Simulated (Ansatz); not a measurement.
# Strain response of SiNi

All numbers below come from Ansatz 0.2.0, DFT PBEsol, scalar-relativistic, plane waves, PAW. (420 eV cutoff, 18×16×12 k-mesh, Gaussian smearing of 0.10 eV, no spin polarisation)

The relaxed crystal:

```xyz
4
Lattice="2.9948 0.0000 0.0000 0.0000 3.2346 0.0000 0.0000 0.0000 4.6725" Properties=species:S:1:pos:R:3 pbc="T T T"
Si    1.4974    1.6173    3.9371
Si    0.0000    0.0000    0.7354
Ni    1.4974    1.6173    1.6040
Ni    0.0000    0.0000    3.0684
```

Deformation: biaxial strain in the a-b plane, with the length and tilt of c and the atoms relaxed, all within the symmetry that the strain leaves. Energies are extrapolated to zero smearing. On this cell's mesh the reference holds a stress of up to 0.33 GPa.

Task: Give the structure at +1.5 %.

Result:
```xyz
4
Lattice="3.0397 0.0000 0.0000 0.0000 3.2831 0.0000 0.0000 0.0000 4.6330" Properties=species:S:1:pos:R:3 pbc="T T T"
Si    1.5199    1.6416    3.9033
Si    0.0000    0.0000    0.7298
Ni    1.5199    1.6416    1.5927
Ni    0.0000    0.0000    3.0404
```
Space group Pmmn (59), 5.0 meV/atom over the relaxed crystal.

This form isn't the usual stable structure of the compound.